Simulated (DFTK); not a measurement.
# Si (Fd-3m) in DFTK: notebook

Runs on Si. Level: PBE. Tasks: band structure.

Everything below comes from runs of DFTK 0.8.2. Logs are shortened: lines on timing, memory, paths and dates and some standing lists are left out, and cuts for length are marked.

### Step 1. The structure

The structure is cubic, space group Fd-3m (No. 227). The conventional cell has a = 5.444 Å, b = 5.444 Å, c = 5.444 Å, α = 90.00°, β = 90.00°, γ = 90.00°. Around Si (site symmetry -43m) lie 4 Si at 2.36 Å.

### Step 2. Band structure, PBE

Input file run.jl:

```julia
using DFTK
using PseudoPotentialData
using Unitful, UnitfulAtomic
using LinearAlgebra, Printf
include("save.jl")
disable_threading()

# lattice vectors are the columns
lattice = austrip(1u"Å") * [           0.0   2.7218511865   2.7218511865;
             2.7218511865            0.0   2.7218511865;
             2.7218511865   2.7218511865            0.0]
symbols   = [:Si, :Si]
positions = [[0.5, 0.5, 0.5],
             [0.75, 0.75, 0.75]]
pseudopotentials = PseudoFamily("dojo.nc.sr.pbe.v0_5.stringent.upf")
elements = Dict(s => ElementPsp(s, pseudopotentials) for s in unique(symbols))
atoms    = [elements[s] for s in symbols]

build_model(lattice, positions; symmetries=true) =
    model_DFT(lattice, atoms, positions;
              functionals=PBE(),
              temperature=austrip(0.05u"eV"),
              smearing=Smearing.FermiDirac(),
              symmetries)
Ecut  = 18.0  # hartree
kgrid = [8, 8, 8]
tol   = 1e-6
to_GPa = ustrip(uconvert(u"GPa", 1u"hartree/bohr^3"))

model = build_model(lattice, positions)
basis = PlaneWaveBasis(model; Ecut, kgrid)
display(basis)
scfres = self_consistent_field(basis;
                               tol,
                               nbandsalg=AdaptiveBands(model; n_bands_converge=9))
display(scfres.energies)
@printf "Fermi level: %.6f eV\n" ustrip(auconvert(u"eV", something(scfres.εF, NaN)))
forces = compute_forces_cart(scfres)
println("Forces (eV/Å)")
for (s, f) in zip(symbols, forces)
    @printf "%-3s %12.6f %12.6f %12.6f\n" s ustrip.(auconvert.(u"eV/Å", f))...
end
stress = compute_stresses_cart(scfres)
println("Stress (GPa)")
display(round.(stress * to_GPa; digits=4))
println("Levels at the first k-point (eV): ", round.(ustrip.(auconvert.(u"eV", scfres.eigenvalues[1][1:scfres.n_bands_converge])); digits=4))
save_scf!(scfres; forces, stress)

points = Dict("G" => [0.0, 0.0, 0.0], "K" => [0.375, 0.375, 0.75], "L" => [0.5, 0.5, 0.5], "U" => [0.625, 0.25, 0.625], "W" => [0.5, 0.25, 0.75], "X" => [0.5, 0.0, 0.5])
segments = [("G", "X", 7), ("X", "W", 4), ("W", "K", 3), ("K", "G", 7), ("G", "L", 6), ("L", "U", 4), ("U", "W", 3), ("W", "L", 5), ("L", "K", 4), ("U", "X", 3)]
kcoords = vcat([[points[a] + t * (points[b] - points[a]) for t in range(0, 1, n)] for (a, b, n) in segments]...)
bands = compute_bands(scfres, ExplicitKpoints(kcoords); n_bands=11, tol=1e-5)
for (k, ε) in zip(bands.basis.kpoints, bands.eigenvalues)
    @printf "%d %8.4f %8.4f %8.4f " k.spin k.coordinate...
    println(join([@sprintf("%9.4f", e) for e in ustrip.(auconvert.(u"eV", ε .- scfres.εF))]))
end
results["band_energies"] = rows(bands.eigenvalues); results["band_kpoints"] = rows(kcoords)
```

Potentials or basis: dojo.nc.sr.pbe.v0_5.stringent.upf (PBE).

The run is started by

```bash
> julia --threads=1 run.jl  # save.jl only writes the numbers to a file and isn't shown; printed stress counts tension as positive; times include loading and compiling
```

Log:

```text
PlaneWaveBasis discretization:

    Ecut                 : 18.0 Ha
    fft_size             : (32, 32, 32), 32768 total points
    kgrid                : MonkhorstPack([8, 8, 8])
    num.   red. kpoints  : 512
    num. irred. kpoints  : 29

    Discretized Model(gga_x_pbe+gga_c_pbe, 3D):
        lattice (in Bohr)    : [0         , 5.14355   , 5.14355   ]
                               [5.14355   , 0         , 5.14355   ]
                               [5.14355   , 5.14355   , 0         ]
        unit cell volume     : 272.16 Bohr³

        atoms                : Si₂
        pseudopot. family    : PseudoFamily("dojo.nc.sr.pbe.v0_5.stringent.upf")

        num. electrons       : 8
        spin polarization    : none
        temperature          : 0.0018375 Ha
        smearing             : DFTK.Smearing.FermiDirac()

        terms                : Kinetic()
                               AtomicLocal()
                               AtomicNonlocal()
                               Ewald(nothing)
                               PspCorrection()
                               Hartree()
                               Xc(gga_x_pbe, gga_c_pbe)
                               Entropy()
n     Energy            log10(ΔE)   log10(Δρ)   Diag   Δtime
---   ---------------   ---------   ---------   ----   ------
  1   -8.460512908281                   -0.96    4.9    2.28s
  2   -8.462064468267       -2.81       -1.38    1.0    1.04s
  3   -8.462357839782       -3.53       -2.93    2.2    821ms
  4   -8.462367358284       -5.02       -3.29    4.4    2.14s
  5   -8.462367452396       -7.03       -4.01    1.8    702ms
  6   -8.462367458546       -8.21       -4.49    2.7    880ms
  7   -8.462367458988       -9.36       -5.28    2.3    1.68s
  8   -8.462367459014      -10.59       -6.05    3.1    910ms
Energy breakdown (in Ha):
    Kinetic             3.0602931
    AtomicLocal         -2.3086386
    AtomicNonlocal      1.1518732
    Ewald               -8.3783295
    PspCorrection       0.5492837
    Hartree             0.5512124
    Xc                  -3.0880607
    Entropy             -0.0000010

    total               -8.462367459014
Fermi level: 4.579742 eV
Forces (eV/Å)
Si      0.000000     0.000000     0.000000
Si     -0.000000    -0.000000    -0.000000
Stress (GPa)
3×3 StaticArraysCore.SMatrix{3, 3, Float64, 9} with indices SOneTo(3)×SOneTo(3):
 -1.2517   0.0      0.0
  0.0     -1.2517   0.0
  0.0      0.0     -1.2517
Levels at the first k-point (eV): [-7.6272, 4.2877, 4.2877, 4.2877, 6.8404, 6.8404, 6.8404, 7.5469, 12.0117]
1   0.0000   0.0000   0.0000  -12.2069  -0.2920  -0.2920  -0.2920   2.2607   2.2607   2.2607   2.9671   7.4320   7.4320   7.6416
1   0.0833   0.0000   0.0833  -12.0863  -0.9941  -0.7194  -0.7194   1.9893   2.8363   2.8363   3.6165   6.6709   7.5659   8.1514
1   0.1667   0.0000   0.1667  -11.7261  -2.3413  -1.4779  -1.4779   1.4105   3.9689   4.0323   4.0323   6.2796   7.9671   9.4305
1   0.2500   0.0000   0.2500  -11.1322  -3.8161  -2.1711  -2.1711   0.8413   2.8405   5.4362   5.4362   7.6896   8.6347  11.0955
1   0.3333   0.0000   0.3333  -10.3155  -5.3026  -2.6959  -2.6959   0.4426   1.7095   6.9342   6.9342   9.4539   9.5669  12.7365
1   0.4167   0.0000   0.4167   -9.2930  -6.7448  -3.0193  -3.0193   0.2907   0.8968   8.4857   8.4857  10.7605  11.1746  11.9411
[... 38 lines left out ...]
1   0.5625   0.1250   0.5625   -8.1609  -7.9435  -3.7973  -3.0199   0.5556   1.5631   8.7037   9.0753   9.3841   9.6354  13.2143
1   0.5000   0.0000   0.5000   -8.0906  -8.0906  -3.1283  -3.1283   0.4307   0.4307   9.7355   9.7355  10.6723  10.6723  12.2101
```

Wall time 48 s (1 thread of Intel Xeon Platinum 8259CL at 2.50GHz (Skylake/Cascade Lake), shared host); peak memory 1.4 GiB.

Results:

```yaml
Free_energy: -230.2727 eV
Pressure: 1.3 GPa
Band_gap_on_the_k_mesh: 0.62 eV, indirect (least direct gap 2.55 eV)
Band_gap_along_the_path: 0.58 eV, indirect (least direct gap 2.55 eV)
```

Levels at the corners of the path, in eV from the valence-band top:
```csv
point,band 1,band 2,band 3,band 4,band 5,band 6,band 7,band 8
Γ,-11.91,0.00,0.00,0.00,2.55,2.55,2.55,3.26
X,-7.80,-7.80,-2.84,-2.84,0.72,0.72,10.03,10.03
W,-7.64,-7.64,-3.82,-3.82,4.27,4.27,4.97,4.97
K,-8.21,-7.21,-4.27,-2.41,1.21,4.12,7.43,7.98
Γ,-11.91,0.00,0.00,0.00,2.55,2.55,2.55,3.26
L,-9.60,-6.94,-1.19,-1.19,1.50,3.34,3.34,7.72
U,-8.21,-7.21,-4.27,-2.41,1.21,4.12,7.43,7.98
W,-7.64,-7.64,-3.82,-3.82,4.27,4.27,4.97,4.97
L,-9.60,-6.94,-1.19,-1.19,1.50,3.34,3.34,7.72
K,-8.21,-7.21,-4.27,-2.41,1.21,4.12,7.43,7.98
U,-8.21,-7.21,-4.27,-2.41,1.21,4.12,7.43,7.98
X,-7.80,-7.80,-2.84,-2.84,0.72,0.72,10.03,10.03
```

### Step 3. Band structure, PBE

run.jl: that of step 2 with these lines changed.

```diff
@@ -14,4 +14,4 @@
              [0.75, 0.75, 0.75]]
-pseudopotentials = PseudoFamily("dojo.nc.sr.pbe.v0_5.stringent.upf")
-elements = Dict(s => ElementPsp(s, pseudopotentials) for s in unique(symbols))
+pseudopotentials = Dict(:Si => "Si.upf")
+elements = Dict(s => ElementPsp(s, pseudopotentials; rcut=10.0) for s in unique(symbols))
 atoms    = [elements[s] for s in symbols]
@@ -24,3 +24,3 @@
               symmetries)
-Ecut  = 18.0  # hartree
+Ecut  = 45.0  # hartree
 kgrid = [8, 8, 8]
```

Potentials or basis: SG15 1.2 (PBE).

The run is started by

```bash
> julia --threads=1 run.jl  # save.jl only writes the numbers to a file and isn't shown; printed stress counts tension as positive; times include loading and compiling
```

Wall time 2.6 min (1 thread of Intel Xeon Platinum 8259CL at 2.50GHz (Skylake/Cascade Lake), shared host); peak memory 1.8 GiB.

The run converged. Its results:

* Free energy: -214.5088 eV
* Pressure: 1.7 GPa
* Band gap on the k mesh: 0.61 eV, indirect (least direct gap 2.56 eV)
* Band gap along the path: 0.57 eV, indirect (least direct gap 2.56 eV)

Levels at the corners of the path, in eV from the valence-band top:
| point | band 1 | band 2 | band 3 | band 4 | band 5 | band 6 | band 7 | band 8 | band 9 |
| --- | --- | --- | --- | --- | --- | --- | --- | --- | --- |
| Γ | -11.91 | 0.00 | 0.00 | 0.00 | 2.56 | 2.56 | 2.56 | 3.25 | 7.66 |
| X | -7.79 | -7.79 | -2.82 | -2.82 | 0.71 | 0.71 | 10.04 | 10.04 | 10.87 |
| W | -7.63 | -7.63 | -3.81 | -3.81 | 4.25 | 4.25 | 4.96 | 4.96 | 10.49 |
| K | -8.21 | -7.20 | -4.26 | -2.40 | 1.20 | 4.10 | 7.42 | 7.94 | 8.17 |
| Γ | -11.91 | 0.00 | 0.00 | 0.00 | 2.56 | 2.56 | 2.56 | 3.25 | 7.66 |
| L | -9.60 | -6.93 | -1.18 | -1.18 | 1.49 | 3.33 | 3.33 | 7.70 | 10.46 |
| U | -8.21 | -7.20 | -4.26 | -2.40 | 1.20 | 4.10 | 7.42 | 7.94 | 8.17 |
| W | -7.63 | -7.63 | -3.81 | -3.81 | 4.25 | 4.25 | 4.96 | 4.96 | 10.49 |
| L | -9.60 | -6.93 | -1.18 | -1.18 | 1.49 | 3.33 | 3.33 | 7.70 | 10.46 |
| K | -8.21 | -7.20 | -4.26 | -2.40 | 1.20 | 4.10 | 7.42 | 7.94 | 8.17 |
| U | -8.21 | -7.20 | -4.26 | -2.40 | 1.20 | 4.10 | 7.42 | 7.94 | 8.17 |
| X | -7.79 | -7.79 | -2.82 | -2.82 | 0.71 | 0.71 | 10.04 | 10.04 | 10.87 |

### Step 4. Band structure, PBE

run.jl is that of step 3.

Potentials or basis: SPMS 1.0 (PBE).

The run is started by

```bash
> julia --threads=1 run.jl  # save.jl only writes the numbers to a file and isn't shown; printed stress counts tension as positive; times include loading and compiling
```

Wall time 2.6 min (1 thread of Intel Xeon Platinum 8259CL at 2.50GHz (Skylake/Cascade Lake), shared host); peak memory 1.8 GiB.

Results (log left out):

```yaml
Free_energy: -229.5714 eV
Pressure: 1.3 GPa
Band_gap_on_the_k_mesh: 0.62 eV, indirect (least direct gap 2.55 eV)
Band_gap_along_the_path: 0.58 eV, indirect (least direct gap 2.55 eV)
```

Levels at the corners of the path, in eV from the valence-band top:
```
point  band 1  band 2  band 3  band 4  band 5  band 6  band 7  band 8
    Γ  -11.91    0.00    0.00    0.00    2.55    2.55    2.55    3.26
    X   -7.80   -7.80   -2.84   -2.84    0.72    0.72   10.03   10.03
    W   -7.64   -7.64   -3.82   -3.82    4.27    4.27    4.97    4.97
    K   -8.21   -7.21   -4.27   -2.41    1.21    4.12    7.43    7.98
    Γ  -11.91    0.00    0.00    0.00    2.55    2.55    2.55    3.26
    L   -9.60   -6.94   -1.19   -1.19    1.50    3.34    3.34    7.72
    U   -8.21   -7.21   -4.27   -2.41    1.21    4.12    7.43    7.98
    W   -7.64   -7.64   -3.82   -3.82    4.27    4.27    4.97    4.97
    L   -9.60   -6.94   -1.19   -1.19    1.50    3.34    3.34    7.72
    K   -8.21   -7.21   -4.27   -2.41    1.21    4.12    7.43    7.98
    U   -8.21   -7.21   -4.27   -2.41    1.21    4.12    7.43    7.98
    X   -7.80   -7.80   -2.84   -2.84    0.72    0.72   10.03   10.03
```

A hybrid or GW would open this gap; PBE tends to underestimate it.

### Step 5. Band structure, PBE

run.jl: that of step 4 with these lines changed.

```diff
@@ -24,3 +24,3 @@
               symmetries)
-Ecut  = 45.0  # hartree
+Ecut  = 18.0  # hartree
 kgrid = [8, 8, 8]
```

Potentials or basis: in-house norm-conserving set (PBE, scalar relativistic).

The run is started by

```bash
> julia --threads=1 run.jl  # save.jl only writes the numbers to a file and isn't shown; printed stress counts tension as positive; times include loading and compiling
```

Run time: 53 s. Hardware: 1 thread of Intel Xeon Platinum 8259CL at 2.50GHz (Skylake/Cascade Lake), shared host; peak memory 1.4 GiB.

Results (log left out):

| Quantity | Value |
| --- | --- |
| Free energy | -230.2367 eV |
| Pressure | 1.3 GPa |
| Band gap on the k mesh | 0.62 eV, indirect (least direct gap 2.55 eV) |
| Band gap along the path | 0.58 eV, indirect (least direct gap 2.55 eV) |

Levels at the corners of the path, in eV from the valence-band top:
```tsv
point	band 1	band 2	band 3	band 4	band 5	band 6	band 7	band 8	band 9
Γ	-11.92	0.00	0.00	0.00	2.55	2.55	2.55	3.26	7.72
X	-7.80	-7.80	-2.84	-2.84	0.72	0.72	10.03	10.03	10.96
W	-7.64	-7.64	-3.83	-3.83	4.27	4.27	4.97	4.97	10.53
K	-8.22	-7.21	-4.27	-2.41	1.21	4.12	7.43	7.98	8.17
Γ	-11.92	0.00	0.00	0.00	2.55	2.55	2.55	3.26	7.72
L	-9.61	-6.94	-1.20	-1.20	1.50	3.34	3.34	7.71	10.53
U	-8.22	-7.21	-4.27	-2.41	1.21	4.12	7.43	7.98	8.17
W	-7.64	-7.64	-3.83	-3.83	4.27	4.27	4.97	4.97	10.53
L	-9.61	-6.94	-1.20	-1.20	1.50	3.34	3.34	7.71	10.53
K	-8.22	-7.21	-4.27	-2.41	1.21	4.12	7.43	7.98	8.17
U	-8.22	-7.21	-4.27	-2.41	1.21	4.12	7.43	7.98	8.17
X	-7.80	-7.80	-2.84	-2.84	0.72	0.72	10.03	10.03	10.96
```

PBE gaps usually lie below the measured ones, often by a third to a half.

### Step 6. Band structure, PBE

run.jl: that of step 5 with these lines changed.

```diff
@@ -14,4 +14,4 @@
              [0.75, 0.75, 0.75]]
-pseudopotentials = Dict(:Si => "Si.upf")
-elements = Dict(s => ElementPsp(s, pseudopotentials; rcut=10.0) for s in unique(symbols))
+pseudopotentials = PseudoFamily("cp2k.nc.sr.pbe.v0_1.largecore.gth")
+elements = Dict(s => ElementPsp(s, pseudopotentials) for s in unique(symbols))
 atoms    = [elements[s] for s in symbols]
@@ -24,3 +24,3 @@
               symmetries)
-Ecut  = 18.0  # hartree
+Ecut  = 29.0  # hartree
 kgrid = [8, 8, 8]
```

Potentials or basis: cp2k.nc.sr.pbe.v0_1.largecore.gth (PBE, GTH).

The run is started by

```bash
> julia --threads=1 run.jl  # save.jl only writes the numbers to a file and isn't shown; printed stress counts tension as positive; times include loading and compiling
```

Run time: 61 s. Hardware: 1 thread of Intel Xeon Platinum 8259CL at 2.50GHz (Skylake/Cascade Lake), shared host; peak memory 1.5 GiB.

It converged, with:

| Property | Result |
| --- | --- |
| Free energy | -214.3486 eV |
| Pressure | 0.8 GPa |
| Band gap on the k mesh | 0.63 eV, indirect (least direct gap 2.57 eV) |
| Band gap along the path | 0.59 eV, indirect (least direct gap 2.57 eV) |

Levels at the corners of the path, in eV from the valence-band top:
| point | band 1 | band 2 | band 3 | band 4 | band 5 | band 6 | band 7 | band 8 | band 9 |
| --- | --- | --- | --- | --- | --- | --- | --- | --- | --- |
| Γ | -11.91 | 0.00 | 0.00 | 0.00 | 2.57 | 2.57 | 2.57 | 3.22 | 7.72 |
| X | -7.79 | -7.79 | -2.83 | -2.83 | 0.72 | 0.72 | 10.00 | 10.00 | 10.94 |
| W | -7.63 | -7.63 | -3.81 | -3.81 | 4.27 | 4.27 | 4.96 | 4.96 | 10.50 |
| K | -8.21 | -7.20 | -4.26 | -2.40 | 1.21 | 4.12 | 7.43 | 7.95 | 8.14 |
| Γ | -11.91 | 0.00 | 0.00 | 0.00 | 2.57 | 2.57 | 2.57 | 3.22 | 7.72 |
| L | -9.60 | -6.93 | -1.19 | -1.19 | 1.49 | 3.35 | 3.35 | 7.72 | 10.53 |
| U | -8.21 | -7.20 | -4.26 | -2.40 | 1.21 | 4.12 | 7.43 | 7.95 | 8.14 |
| W | -7.63 | -7.63 | -3.81 | -3.81 | 4.27 | 4.27 | 4.96 | 4.96 | 10.50 |
| L | -9.60 | -6.93 | -1.19 | -1.19 | 1.49 | 3.35 | 3.35 | 7.72 | 10.53 |
| K | -8.21 | -7.20 | -4.26 | -2.40 | 1.21 | 4.12 | 7.43 | 7.95 | 8.14 |
| U | -8.21 | -7.20 | -4.26 | -2.40 | 1.21 | 4.12 | 7.43 | 7.95 | 8.14 |
| X | -7.79 | -7.79 | -2.83 | -2.83 | 0.72 | 0.72 | 10.00 | 10.00 | 10.94 |

Caveat: GTH potentials come without recommended cutoffs, and this one wasn't checked for convergence.

### Step 7. Band structure, PBE

run.jl: that of step 6 with these lines changed.

```diff
@@ -14,3 +14,3 @@
              [0.75, 0.75, 0.75]]
-pseudopotentials = PseudoFamily("cp2k.nc.sr.pbe.v0_1.largecore.gth")
+pseudopotentials = PseudoFamily("cp2k.nc.sr.pbe.v0_1.semicore.gth")
 elements = Dict(s => ElementPsp(s, pseudopotentials) for s in unique(symbols))
```

Potentials or basis: cp2k.nc.sr.pbe.v0_1.semicore.gth (PBE, GTH).

The run is started by

```bash
> julia --threads=1 run.jl  # save.jl only writes the numbers to a file and isn't shown; printed stress counts tension as positive; times include loading and compiling
```

Run time: 65 s. Hardware: 1 thread of Intel Xeon Platinum 8259CL at 2.50GHz (Skylake/Cascade Lake), shared host; peak memory 1.5 GiB.

Results (log left out):

* Free energy: -214.3486 eV
* Pressure: 0.8 GPa
* Band gap on the k mesh: 0.63 eV, indirect (least direct gap 2.57 eV)
* Band gap along the path: 0.59 eV, indirect (least direct gap 2.57 eV)

Levels at the corners of the path, in eV from the valence-band top:
```
point  band 1  band 2  band 3  band 4  band 5  band 6  band 7  band 8
    Γ  -11.91    0.00    0.00    0.00    2.57    2.57    2.57    3.22
    X   -7.79   -7.79   -2.83   -2.83    0.72    0.72   10.00   10.00
    W   -7.63   -7.63   -3.81   -3.81    4.27    4.27    4.96    4.96
    K   -8.21   -7.20   -4.26   -2.40    1.21    4.12    7.43    7.95
    Γ  -11.91    0.00    0.00    0.00    2.57    2.57    2.57    3.22
    L   -9.60   -6.93   -1.19   -1.19    1.49    3.35    3.35    7.72
    U   -8.21   -7.20   -4.26   -2.40    1.21    4.12    7.43    7.95
    W   -7.63   -7.63   -3.81   -3.81    4.27    4.27    4.96    4.96
    L   -9.60   -6.93   -1.19   -1.19    1.49    3.35    3.35    7.72
    K   -8.21   -7.20   -4.26   -2.40    1.21    4.12    7.43    7.95
    U   -8.21   -7.20   -4.26   -2.40    1.21    4.12    7.43    7.95
    X   -7.79   -7.79   -2.83   -2.83    0.72    0.72   10.00   10.00
```

Caveat: GTH potentials come without recommended cutoffs, and this one wasn't checked for convergence. PBE gaps usually lie below the measured ones, often by a third to a half.

### Step 8. Overview

```tsv
potentials or basis	cutoff (eV)	gap on the mesh (eV)	pressure (GPa)
dojo.nc.sr.pbe.v0_5.stringent.upf (PBE)	490	0.62	1.3
SG15 1.2 (PBE)	1225	0.61	1.7
SPMS 1.0 (PBE)	1225	0.62	1.3
in-house norm-conserving set (PBE, scalar relativistic)	490	0.62	1.3
cp2k.nc.sr.pbe.v0_1.largecore.gth (PBE, GTH)	789	0.63	0.8
cp2k.nc.sr.pbe.v0_1.semicore.gth (PBE, GTH)	789	0.63	0.8
```

Alike in all rows: task band structure; level PBE; no spin polarisation; cell as given; k mesh 8 × 8 × 8; smearing fermi-dirac 0.05 eV.

Caveats: GTH potentials come without recommended cutoffs, and this one wasn't checked for convergence (some runs).

Total energies depend on the potentials used, so only differences within one code and one set of settings carry meaning.
